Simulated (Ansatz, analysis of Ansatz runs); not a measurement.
**Reproducing a measured local vibrational mode: Al-H pair in alpha-quartz**

Aim: the local vibrational mode of the Al-H pair in alpha-quartz, to be set beside the measurement. Set-up: LDA, 72-site cell, LDA lattice, 420 eV, k: the single point 1/4 1/4 1/4. The model is a cell of 72 host atoms with Al put on another atom's site and H put in between. The frequencies come from force constants among the defect atom and its neighbours, with the masses of the isotopes named. A local or semilocal functional is the cheapest first rung.

**The experiment.** O-H stretch, 1H: 3378 cm⁻¹ at 300 K, by diffuse reflectance FTIR (“Structural evolution of water and hydroxyl groups during thermal, mechanical and chemical treatment of high purity natural quartz”, 2020, pmc:9055915). O-H stretch, 1H: 3313 cm⁻¹ at 300 K, by diffuse reflectance FTIR (“Structural evolution of water and hydroxyl groups during thermal, mechanical and chemical treatment of high purity natural quartz”, 2020, pmc:9055915). The runs below try to reproduce this.

Method: plane-wave PAW DFT, LDA; relaxation of all atoms of a defect supercell, in Ansatz 0.2.0.

### 1. Starting point

The cell holds 73 atoms: 23 Si, 48 O, 1 Al and 1 H. Cell: a = 9.736 Å, b = 9.736 Å, c = 10.733 Å, α = 90.0°, β = 90.0°, γ = 120.0°. It derives from SiO2 (space group P3_221). Nearest the centre at fractional (0.218, 0.159, 0.413): O4 at 0.31 Å, H73 at 1.29 Å, Al12 at 1.30 Å, Si1 at 1.84 Å, O16 at 2.37 Å, O15 at 2.38 Å, O9 at 2.40 Å, O27 at 2.68 Å.

The host's primitive cell comes from a first run (plane-wave PAW DFT, LDA; relaxation of the host's cell and atoms): vectors of 4.868, 4.868 and 5.367 Å. That is 12.24 Å³ an atom, 2.7 % under the diffraction cell's volume. The supercell is built on it.

### 2. Relaxation, charge 0

Every later number rests on the structure around the defect, so the atoms are relaxed at the host's lattice first.

relax/input.yaml

```yaml
relax:
  f_tol: 0.01
  max_steps: 80
  random_displacement: { amplitude: 0.02, seed: 918 }
crystal:
  lattice:
    - [9.73644236, 0.0, 0.0]
    - [-4.86822118, 8.43200643, 0.0]
    - [0.0, 0.0, 10.7331742]
  atoms:
    - { symbol: Si, position: [0.232486098, 0.0, 0.333333333] }
    - { symbol: Si, position: [0.0, 0.232486098, 0.166666667] }
    - { symbol: Si, position: [0.267513902, 0.267513902, 0.0] }
    - { symbol: O, position: [0.205619306, 0.137876189, 0.389540306] }
    - { symbol: O, position: [0.362123811, 0.067743118, 0.222873639] }
    - { symbol: O, position: [0.432256882, 0.294380694, 0.056206973] }
    - { symbol: O, position: [0.137876189, 0.205619306, 0.110459694] }
    - { symbol: O, position: [0.067743118, 0.362123811, 0.277126361] }
    - { symbol: O, position: [0.294380694, 0.432256882, 0.443793027] }
    - { symbol: Si, position: [0.232486098, 0.0, 0.833333333] }
    - { symbol: Si, position: [0.0, 0.232486098, 0.666666667] }
    - { symbol: Al, position: [0.267513902, 0.267513902, 0.5] }
    - { symbol: O, position: [0.205619306, 0.137876189, 0.889540306] }
    - { symbol: O, position: [0.362123811, 0.067743118, 0.722873639] }
    - { symbol: O, position: [0.432256882, 0.294380694, 0.556206973] }
    - { symbol: O, position: [0.137876189, 0.205619306, 0.610459694] }
    - { symbol: O, position: [0.067743118, 0.362123811, 0.777126361] }
    - { symbol: O, position: [0.294380694, 0.432256882, 0.943793027] }
    - { symbol: Si, position: [0.232486098, 0.5, 0.333333333] }
    - { symbol: Si, position: [0.0, 0.732486098, 0.166666667] }
    - { symbol: Si, position: [0.267513902, 0.767513902, 0.0] }
    - { symbol: O, position: [0.205619306, 0.637876189, 0.389540306] }
    - { symbol: O, position: [0.362123811, 0.567743118, 0.222873639] }
    - { symbol: O, position: [0.432256882, 0.794380694, 0.056206973] }
    - { symbol: O, position: [0.137876189, 0.705619306, 0.110459694] }
    - { symbol: O, position: [0.067743118, 0.862123811, 0.277126361] }
    - { symbol: O, position: [0.294380694, 0.932256882, 0.443793027] }
    - { symbol: Si, position: [0.232486098, 0.5, 0.833333333] }
    - { symbol: Si, position: [0.0, 0.732486098, 0.666666667] }
    - { symbol: Si, position: [0.267513902, 0.767513902, 0.5] }
    - { symbol: O, position: [0.205619306, 0.637876189, 0.889540306] }
    - { symbol: O, position: [0.362123811, 0.567743118, 0.722873639] }
    - { symbol: O, position: [0.432256882, 0.794380694, 0.556206973] }
    - { symbol: O, position: [0.137876189, 0.705619306, 0.610459694] }
    - { symbol: O, position: [0.067743118, 0.862123811, 0.777126361] }
    - { symbol: O, position: [0.294380694, 0.932256882, 0.943793027] }
    - { symbol: Si, position: [0.732486098, 0.0, 0.333333333] }
    - { symbol: Si, position: [0.5, 0.232486098, 0.166666667] }
    - { symbol: Si, position: [0.767513902, 0.267513902, 0.0] }
    - { symbol: O, position: [0.705619306, 0.137876189, 0.389540306] }
    - { symbol: O, position: [0.862123811, 0.067743118, 0.222873639] }
    - { symbol: O, position: [0.932256882, 0.294380694, 0.056206973] }
    - { symbol: O, position: [0.637876189, 0.205619306, 0.110459694] }
    - { symbol: O, position: [0.567743118, 0.362123811, 0.277126361] }
    - { symbol: O, position: [0.794380694, 0.432256882, 0.443793027] }
    - { symbol: Si, position: [0.732486098, 0.0, 0.833333333] }
    - { symbol: Si, position: [0.5, 0.232486098, 0.666666667] }
    - { symbol: Si, position: [0.767513902, 0.267513902, 0.5] }
    - { symbol: O, position: [0.705619306, 0.137876189, 0.889540306] }
    - { symbol: O, position: [0.862123811, 0.067743118, 0.722873639] }
    - { symbol: O, position: [0.932256882, 0.294380694, 0.556206973] }
    - { symbol: O, position: [0.637876189, 0.205619306, 0.610459694] }
    - { symbol: O, position: [0.567743118, 0.362123811, 0.777126361] }
    - { symbol: O, position: [0.794380694, 0.432256882, 0.943793027] }
    - { symbol: Si, position: [0.732486098, 0.5, 0.333333333] }
    - { symbol: Si, position: [0.5, 0.732486098, 0.166666667] }
    - { symbol: Si, position: [0.767513902, 0.767513902, 0.0] }
    - { symbol: O, position: [0.705619306, 0.637876189, 0.389540306] }
    - { symbol: O, position: [0.862123811, 0.567743118, 0.222873639] }
    - { symbol: O, position: [0.932256882, 0.794380694, 0.056206973] }
    - { symbol: O, position: [0.637876189, 0.705619306, 0.110459694] }
    - { symbol: O, position: [0.567743118, 0.862123811, 0.277126361] }
    - { symbol: O, position: [0.794380694, 0.932256882, 0.443793027] }
    - { symbol: Si, position: [0.732486098, 0.5, 0.833333333] }
    - { symbol: Si, position: [0.5, 0.732486098, 0.666666667] }
    - { symbol: Si, position: [0.767513902, 0.767513902, 0.5] }
    - { symbol: O, position: [0.705619306, 0.637876189, 0.889540306] }
    - { symbol: O, position: [0.862123811, 0.567743118, 0.722873639] }
    - { symbol: O, position: [0.932256882, 0.794380694, 0.556206973] }
    - { symbol: O, position: [0.637876189, 0.705619306, 0.610459694] }
    - { symbol: O, position: [0.567743118, 0.862123811, 0.777126361] }
    - { symbol: O, position: [0.794380694, 0.932256882, 0.943793027] }
    - { symbol: H, position: [0.170942, 0.053162, 0.326978] }
basis:
  ecutwfc: 420
  xc_grid: 2
hamiltonian:
  xc: lda
kpoints:
  mp_grid: { grid: [1, 1, 1], shift: [0.25, 0.25, 0.25] }
scf:
  occupations: { method: fermi_dirac, width: 0.01 }
  max_iter: 120
output:
  forces: true
checkpoint:
  write: "../relax.run"
  compress: false
  write_wavefunctions: true
  write_every: 100000
```

Command:

```
> ansatz run input.yaml --threads 2 --pin off --max-ram 3768MiB --backend cpu --events-out ev --progress --plain --runs-dir out
```

Numbers of over 12 decimals in the logs are rounded to 6 here.

The log of the run:

```text
[... repeated set-up lines and file paths are left out, and long positions are rounded to six places ...]
Engine: ansatz 0.2.0, x86_64-unknown-linux-gnu
Pseudopotentials: kind: paw
Pseudopotential: Si, paw, valence charge 4, recommended cutoff 420 eV (normal), Si.paw.azcp
Pseudopotential: O, paw, valence charge 6, recommended cutoff 420 eV (normal), O.paw.azcp
Pseudopotential: Al, paw, valence charge 3, recommended cutoff 420 eV (normal), Al.paw.azcp
Pseudopotential: H, paw, valence charge 1, recommended cutoff 420 eV (normal), H.paw.azcp
Functional definition: SPW92
  exchange = slater_x
  correlation = pw_c
Crystal: 73 atoms, lattice volume = 881.169 Å³
Basis set: ecut = 420 eV, 17231 PW (Γ), exchange–correlation on 144×144×144 points (8 copies of the dense FFT grid, shifted against one another)
Bands: 265, of which v1, the nominal top of the filled ones, is band 192 counted from 1 (191 counted from 0)
Symmetry: 1 space group operations
k-points: 1
Non-local potential: Si, projectors of the file, l = 0: 2, l = 1: 2, l = 2: 2
Non-local potential: O, projectors of the file, l = 0: 2, l = 1: 2, l = 2: 1
Non-local potential: Al, projectors of the file, l = 0: 2, l = 1: 2, l = 2: 1
Non-local potential: H, projectors of the file, l = 0: 2, l = 1: 1
PAW form: soft (Blöchl's): semilocal exchange-correlation on the pseudo side does not see the compensation charge
PAW frozen core: Si, regenerated for the run's functional, and the local potential with it (the file was generated under x = pbe(κ = 0.804, μ = 0.219515), c = pbe(β = 0.066725))
PAW frozen core: O, regenerated for the run's functional, and the local potential with it (the file was generated under x = pbe(κ = 0.804, μ = 0.219515), c = pbe(β = 0.066725))
PAW frozen core: Al, regenerated for the run's functional, and the local potential with it (the file was generated under x = pbe(κ = 0.804, μ = 0.219515), c = pbe(β = 0.066725))
PAW one-centre angular grid: Si, 110 points (default); XC on 64 Gauss nodes
PAW one-centre angular grid: O, 110 points (default); XC on 64 Gauss nodes
PAW one-centre angular grid: Al, 110 points (default); XC on 64 Gauss nodes
PAW one-centre angular grid: H, 110 points (default); XC on 64 Gauss nodes
Initial density: superposition of atomic densities (neutral atoms: chi_scale 0, normalization atom), corrected by the library's trained network
Initial wavefunctions: pseudopotential atomic-orbital guess
Functional: x = slater, c = lda
SCF iter   1: F=—  HF=-41253.128368 eV  |F-HF|=—  |Δ(HF+E_count)|=         —  Δρ=1.65e-2  dr2=2.35e0  ethr=1.77e-3  ⟨swp⟩=7.0  Hψ=1288  notcnv=0  defer=34
preconditioner: auto → Resta (q_TF=auto, 2.376 Å⁻¹)  ε∞=3.2  [insulator: Δε(μ)=4.818 eV  Ē_g=16.592 eV  σ=0.010 eV  W_gap=1.00  n_scr=212 (ndim 8)  ℏωp=24.5 eV  f_vac=0.098  D(μ)=0.00/eV (n_scr^D=0)  ε∞_Penn≈3.2]
SCF iter   2: F=—  HF=-41252.410534 eV  |F-HF|=—  |Δ(HF+E_count)|=   7.18e-1  Δρ=5.36e-3  dr2=1.91e-1  ethr=6.12e-4  ⟨swp⟩=3.0  Hψ=503  notcnv=0  defer=68
SCF iter   3: F=—  HF=-41252.345668 eV  |F-HF|=—  |Δ(HF+E_count)|=   6.49e-2  Δρ=2.25e-3  dr2=4.81e-2  ethr=4.99e-5  ⟨swp⟩=3.0  Hψ=399  notcnv=0  defer=68
SCF iter   4: F=—  HF=-41252.327148 eV  |F-HF|=—  |Δ(HF+E_count)|=   1.85e-2  Δρ=5.37e-4  dr2=2.81e-3  ethr=1.25e-5  ⟨swp⟩=4.0  Hψ=404  notcnv=0  defer=68
SCF iter   5: F=—  HF=-41252.326718 eV  |F-HF|=—  |Δ(HF+E_count)|=   4.29e-4  Δρ=3.88e-4  dr2=1.04e-3  ethr=7.32e-7  ⟨swp⟩=3.0  Hψ=503  notcnv=0  defer=68
SCF iter   6: F=—  HF=-41252.326359 eV  |F-HF|=—  |Δ(HF+E_count)|=   3.59e-4  Δρ=7.95e-5  dr2=5.20e-5  ethr=2.70e-7  ⟨swp⟩=2.0  Hψ=390  notcnv=0  defer=68
SCF iter   7: F=—  HF=-41252.326358 eV  |F-HF|=—  |Δ(HF+E_count)|=   8.74e-7  Δρ=2.65e-5  dr2=5.27e-6  ethr=1.35e-8  ⟨swp⟩=2.0  Hψ=388  notcnv=0  defer=68
SCF iter   8: F=-41252.326357 eV  HF=-41252.326358 eV  |F-HF|=3.16e-7  |Δ(HF+E_count)|=   6.86e-7  Δρ=1.02e-5  dr2=7.21e-7  ethr=6.51e-10  ⟨swp⟩=5.0  Hψ=846  notcnv=0
SCF 1 converged in 8 iterations: F = -41252.326357 eV  dr2 = 7.21e-7
  greatest PAW one-centre occupation: 0.873 electrons in one spin orbital (limit 2), on the O atom at site 3 (counted from 0), in its partial waves of l = 0
relax step   1: F+E_penalty+E_count = -41252.32635725 eV  Δ(F+E_penalty+E_count) = +0.000e0 eV  max|allowed force component| = 3.441e1 eV/Å  Δτ_max = 0.0000 Å  (8 SCF iters, dr2 threshold 2.50e-6 eV, accepted)
[... the SCF cycles and remarks between the steps are left out from here to the last step ...]
relax step   2: F+E_penalty+E_count = -41258.47282369 eV  Δ(F+E_penalty+E_count) = -6.146e0 eV  max|allowed force component| = 1.633e1 eV/Å  Δτ_max = 0.1574 Å  (6 SCF iters, dr2 threshold 1.00e-4 eV, accepted)
relax step   3: F+E_penalty+E_count = -41262.05507889 eV  Δ(F+E_penalty+E_count) = -3.582e0 eV  max|allowed force component| = 7.882e0 eV/Å  Δτ_max = 0.1993 Å  (6 SCF iters, dr2 threshold 1.00e-4 eV, accepted)
relax step   4: F+E_penalty+E_count = -41263.61700026 eV  Δ(F+E_penalty+E_count) = -1.562e0 eV  max|allowed force component| = 3.501e0 eV/Å  Δτ_max = 0.1948 Å  (5 SCF iters, dr2 threshold 1.00e-4 eV, accepted)
relax step   5: F+E_penalty+E_count = -41264.30519144 eV  Δ(F+E_penalty+E_count) = -6.882e-1 eV  max|allowed force component| = 1.729e0 eV/Å  Δτ_max = 0.1992 Å  (5 SCF iters, dr2 threshold 1.00e-4 eV, accepted)
relax step   6: F+E_penalty+E_count = -41264.63574737 eV  Δ(F+E_penalty+E_count) = -3.306e-1 eV  max|allowed force component| = 1.244e0 eV/Å  Δτ_max = 0.2000 Å  (5 SCF iters, dr2 threshold 1.00e-4 eV, accepted)
relax step   7: F+E_penalty+E_count = -41264.87186878 eV  Δ(F+E_penalty+E_count) = -2.361e-1 eV  max|allowed force component| = 9.047e-1 eV/Å  Δτ_max = 0.1946 Å  (5 SCF iters, dr2 threshold 1.00e-4 eV, accepted)
relax step   8: F+E_penalty+E_count = -41264.98704445 eV  Δ(F+E_penalty+E_count) = -1.152e-1 eV  max|allowed force component| = 3.159e-1 eV/Å  Δτ_max = 0.2000 Å  (5 SCF iters, dr2 threshold 1.00e-4 eV, accepted)
relax step   9: F+E_penalty+E_count = -41265.02876930 eV  Δ(F+E_penalty+E_count) = -4.172e-2 eV  max|allowed force component| = 2.284e-1 eV/Å  Δτ_max = 0.2000 Å  (6 SCF iters, dr2 threshold 1.22e-5 eV, accepted)
relax step  10: F+E_penalty+E_count = -41265.03409199 eV  Δ(F+E_penalty+E_count) = -5.323e-3 eV  max|allowed force component| = 3.633e-1 eV/Å  Δτ_max = 0.2000 Å  (6 SCF iters, dr2 threshold 6.36e-6 eV, accepted)
relax step  11: F+E_penalty+E_count = -41265.04014659 eV  Δ(F+E_penalty+E_count) = -6.055e-3 eV  max|allowed force component| = 2.882e-1 eV/Å  Δτ_max = 0.0304 Å  (4 SCF iters, dr2 threshold 6.90e-5 eV, accepted)
relax step  12: F+E_penalty+E_count = -41265.04197191 eV  Δ(F+E_penalty+E_count) = -1.825e-3 eV  max|allowed force component| = 3.835e-2 eV/Å  Δτ_max = 0.0095 Å  (4 SCF iters, dr2 threshold 5.23e-5 eV, accepted)
relax step  13: F+E_penalty+E_count = -41265.04197245 eV  Δ(F+E_penalty+E_count) = -5.380e-7 eV  max|allowed force component| = 3.810e-2 eV/Å  Δτ_max = 0.0000 Å  (4 SCF iters, accepted)
relax step  14: F+E_penalty+E_count = -41265.04448920 eV  Δ(F+E_penalty+E_count) = -2.517e-3 eV  max|allowed force component| = 4.294e-2 eV/Å  Δτ_max = 0.0771 Å  (8 SCF iters, accepted)
relax step  15: F+E_penalty+E_count = -41265.05242430 eV  Δ(F+E_penalty+E_count) = -7.935e-3 eV  max|allowed force component| = 2.795e-1 eV/Å  Δτ_max = 0.1951 Å  (7 SCF iters, dr2 threshold 1.82e-6 eV, accepted)
relax step  16: F+E_penalty+E_count = -41265.06510753 eV  Δ(F+E_penalty+E_count) = -1.268e-2 eV  max|allowed force component| = 5.489e-1 eV/Å  Δτ_max = 0.1942 Å  (5 SCF iters, dr2 threshold 7.81e-5 eV, accepted)
relax step  17: F+E_penalty+E_count = -41265.08145763 eV  Δ(F+E_penalty+E_count) = -1.635e-2 eV  max|allowed force component| = 5.109e-1 eV/Å  Δτ_max = 0.1143 Å  (5 SCF iters, dr2 threshold 1.00e-4 eV, accepted)
relax step  18: F+E_penalty+E_count = -41265.12633311 eV  Δ(F+E_penalty+E_count) = -4.488e-2 eV  max|allowed force component| = 1.408e-1 eV/Å  Δτ_max = 0.1368 Å  (6 SCF iters, dr2 threshold 1.00e-4 eV, accepted)
relax step  19: F+E_penalty+E_count = -41265.13021513 eV  Δ(F+E_penalty+E_count) = -3.882e-3 eV  max|allowed force component| = 1.360e-1 eV/Å  Δτ_max = 0.0552 Å  (7 SCF iters, dr2 threshold 1.51e-6 eV, accepted)
relax step  20: F+E_penalty+E_count = -41265.13434407 eV  Δ(F+E_penalty+E_count) = -4.129e-3 eV  max|allowed force component| = 4.425e-2 eV/Å  Δτ_max = 0.0198 Å  (6 SCF iters, dr2 threshold 1.40e-6 eV, accepted)
relax step  21: F+E_penalty+E_count = -41265.13511788 eV  Δ(F+E_penalty+E_count) = -7.738e-4 eV  max|allowed force component| = 1.868e-2 eV/Å  Δτ_max = 0.0133 Å  (6 SCF iters, dr2 threshold 2.07e-7 eV, accepted)
relax step  22: F+E_penalty+E_count = -41265.13519229 eV  Δ(F+E_penalty+E_count) = -7.441e-5 eV  max|allowed force component| = 2.683e-2 eV/Å  Δτ_max = 0.0059 Å  (6 SCF iters, accepted)
relax step  23: F+E_penalty+E_count = -41265.13524325 eV  Δ(F+E_penalty+E_count) = -5.096e-5 eV  max|allowed force component| = 5.446e-3 eV/Å  Δτ_max = 0.0036 Å  (5 SCF iters, dr2 threshold 1.28e-7 eV, accepted)
iter 1 solved again at ethr=1.02e-11 eV; its pass at ethr=3.10e-3 eV (dr2=3.93e-8 eV) is discarded
SCF iter   1: F=—  HF=-41265.135243 eV  |F-HF|=—  |Δ(HF+E_count)|=         —  Δρ=2.22e-6  dr2=3.94e-8  ethr=1.02e-11  ⟨swp⟩=1.0  Hψ=736  notcnv=0  defer=69
SCF iter   2: F=-41265.135243 eV  HF=-41265.135243 eV  |F-HF|=1.69e-9  |Δ(HF+E_count)|=   5.06e-9  Δρ=8.92e-7  dr2=1.04e-8  ethr=1.02e-11  ⟨swp⟩=4.0  Hψ=717  notcnv=0
SCF 24 converged in 2 iterations: F = -41265.135243 eV  dr2 = 1.04e-8
relax step  24: F+E_penalty+E_count = -41265.13524326 eV  Δ(F+E_penalty+E_count) = -1.012e-8 eV  max|allowed force component| = 5.435e-3 eV/Å  Δτ_max = 0.0000 Å  (2 SCF iters, accepted)
NSCF: frozen V_eff on 1 k-points
the band table was solved once a step of the walk had ended and its energy, with any forces and stress, was formed, with the checks that follow a solve (1301 applications of the Hamiltonian). They found nothing against the state; [...]
SCF converged after 2 iterations
Free energy (F): -41265.135243 eV
Harris-Foulkes:  -41265.135243 eV  (|F-HF|=1.69e-9)
Internal energy: -41265.135243 eV  (E = F + TS)
E sigma→0 (E₀):  -41265.135243 eV
Fermi energy:    5.866747 eV
--- Per-component energies (eV) ---
  E_band       = -1636.389913
  E_kinetic    = 9611.593040
  E_local      = -23022.342513  (includes V_loc(G=0)·N_el)
  E_nonlocal   = 3002.459640
  E_hartree    = 8159.744729
  E_xc         = -4816.999760
  E_vxc        = -5638.828301  (∫ρ·V_xc dr)
  E_paw        = -18750.086939  (= ΣΔE_a)
  E_vpaw       = -1908.886077  (= ΣTr[D̂ρ^β])
  E_aug_tail   = 0.126059  (compensation charges beyond the density's cutoff)
  E_ewald      = -15456.277053
  E_core_change = 6.647554  (= ΣΔE_core)
  E_smearing   = -0.000000  (= −TS)
  E_closure    = 0.000000  (closes the sum)
  Σ components = -41265.135243   (vs F -41265.135243, Δ=0.00e0)
--- Forces (eV/Å), atoms counted from 1 ---
  atom   1  Si    -0.00426874     0.00004619     0.00271078
  atom   2  Si     0.00221815    -0.00293585     0.00133644
  [... 1 atom left out ...]
  atom   4  O     -0.00500257     0.00062918     0.00354368
  atom   5  O      0.00176539     0.00223807    -0.00328662
  [... 3 atoms left out ...]
  atom   9  O     -0.00058833    -0.00230783    -0.00032623
  [... 2 atoms left out ...]
  atom  12  Al     0.00047548     0.00113874    -0.00131330
  [... 2 atoms left out ...]
  atom  15  O      0.00232859     0.00017940     0.00227735
  atom  16  O     -0.00278285     0.00033351    -0.00028686
  [... 9 atoms left out ...]
  atom  26  O     -0.00132088    -0.00253651    -0.00179644
  atom  27  O      0.00140072     0.00153589     0.00079713
  [... 45 atoms left out ...]
  atom  73  H      0.00285248     0.00027338    -0.00295692
  max |Σ_I F_I| component: 2.02e-5 eV/Å
--- Band table (eV) ---
  k-point 0: bands = ["-16.9520", "-16.5832", "-16.4331", "-16.4225", [... 257 left out ...] "14.2147", "14.2503", "14.2979", "14.3382"]
--- Relaxed structure (24 steps of the walk, 24 accepted, 0 SCFs on fresh bases) ---
  F+E_penalty+E_count = -41265.13524326 eV   max|allowed force component| = 5.435e-3 eV/Å
  atoms:
    - { symbol: Si, position: [0.219942, -0.012263, 0.331973] }
    - { symbol: Si, position: [0.000670, 0.240535, 0.160954] }
    [... 1 atom left out ...]
    - { symbol: O, position: [0.160256, 0.106331, 0.395281] }
    - { symbol: O, position: [0.352072, 0.079008, 0.228456] }
    [... 3 atoms left out ...]
    - { symbol: O, position: [0.299835, 0.439486, 0.435754] }
    [... 2 atoms left out ...]
    - { symbol: Al, position: [0.273035, 0.273051, 0.507344] }
    [... 2 atoms left out ...]
    - { symbol: O, position: [0.443667, 0.273409, 0.540196] }
    - { symbol: O, position: [0.142131, 0.204893, 0.628058] }
    [... 9 atoms left out ...]
    - { symbol: O, position: [0.060839, 0.849151, 0.271830] }
    - { symbol: O, position: [0.287570, 0.930014, 0.443485] }
    [... 45 atoms left out ...]
    - { symbol: H, position: [0.041733, 0.049393, 0.410692] }
```

Run time: 3.9 min. Hardware: 2 threads of Intel Xeon Platinum 8488C (Sapphire Rapids), shared host; peak memory 1.5 GiB; 7.5 min of CPU time.

(Part 1 of 2 ends here.)

[Logs are printed without paths, hosts, clocks, repeated set-up lines and the standing remarks that a program may print on its own settings, such as how far it seeks lower states.]

[Hosts, paths, dates, database ids (printed as entryN), source tags and the programs' standing remarks are cut or masked in the printed files.]

[For some hosts the program warned that the k-mesh of the response run may be too coarse for force constants and the static dielectric constant; such warnings are not shown here.]
